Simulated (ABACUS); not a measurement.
**C: changing the strain (εxx = 0.5 s, εyy = 0.5 s, εxy = 0.5 s)**

```
C
1.0
     0.00000    1.78337    1.78337
     1.78337    0.00000    1.78337
     1.78337    1.78337    0.00000
C
2
Direct
  0.75000 0.75000 0.75000
  0.50000 0.50000 0.50000
```

Kept alike: task single point; functional PBE; k mesh 9 × 9 × 9; occupations fermi-dirac, width 0.05 eV; no spin polarisation. Program: ABACUS, PseudoDojo NC SR 0.4.1 PBE standard, plane waves, cutoff 1116 eV. The mesh is that of the run's cell of 2 atoms. No spin-orbit coupling.

| run | stress xy (GPa) | free energy over the lowest row (meV/atom) |
| --- | --- | --- |
| A | -15.35 | 15.08 |
| B | 0.00 | 0.00 |
| C | 19.00 | 22.14 |

Stress is positive in compression; the values hold the error of the finite cutoff, so their zero can differ a little from the energy's minimum. The cell shown is the unstrained one; x, y and z are its Cartesian axes; atoms keep their fractions. The unstrained cell carries up to 1.9 GPa, which moves the energy's minimum away from s = 0; stiffnesses hold at that stress. Shear stress takes the same sign, opposite to σ = Cε, so its slope is minus the stiffness.

**Question.** The runs differ in the strain (εxx = 0.5 s, εyy = 0.5 s, εxy = 0.5 s) alone: -0.03; 0; 0.03. Which run is which?

**Answer.** Run A is 0.03; run B is 0; run C is -0.03. The stress xy falls from 19.00 to -15.35 GPa between -0.03 and 0.03. The free energy is lowest at 0, and 22.14 meV an atom higher at -0.03.
